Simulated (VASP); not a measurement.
Here is a VASP 6.6.1 calculation.

Contents of INCAR:

```
SYSTEM = Bi
PREC     = Accurate       ! precision mode
ENCUT    = 520            ! plane-wave cutoff, eV
EDIFF    = 1E-7           ! SCF threshold, eV
ISMEAR   = 0              ! smearing method
SIGMA    = 0.1            ! smearing width, eV
LREAL    = .FALSE.        ! projectors in reciprocal space
LASPH    = .TRUE.         ! aspherical terms in the spheres
NELM     = 100            ! most SCF steps
ALGO     = Fast           ! electronic algorithm
ISIF     = 2              ! what is computed and relaxed
LWAVE    = .FALSE.        ! write WAVECAR
LCHARG   = .TRUE.         ! write CHGCAR
GGA      = PS             ! functional
LELF     = .TRUE.         ! ELF
LVHAR    = .TRUE.       
NBANDS   = 14             ! bands
```

File KPOINTS:

```
Automatic mesh
0
G
  16 16 16
  0 0 0
```

Contents of POSCAR:

```
Bi
1.0
   -1.8762641856      1.8762641856      1.8762641856
    1.8762641856     -1.8762641856      1.8762641856
    1.8762641856      1.8762641856     -1.8762641856
Bi
1
Direct
    0.0000000000      0.0000000000      0.0000000000
```

Potentials or basis: VASP PAW PBE potentials, release 64 (Bi_d).

Command:

```console
$ cat potpaw_PBE.64/Bi_d/POTCAR > POTCAR
$ mpirun -np 1 vasp_std > vasp.out
```

(1) Predict the band gap on the k mesh.

(2) Estimate the pressure.

Results:

(1) none (metal or under the smearing width).

(2) 10.2 GPa.

Caveat: the PAW data sets were made with another functional, which shifts forces and pressure a little; spin-orbit coupling is left out, which moves the levels of the heavy elements.
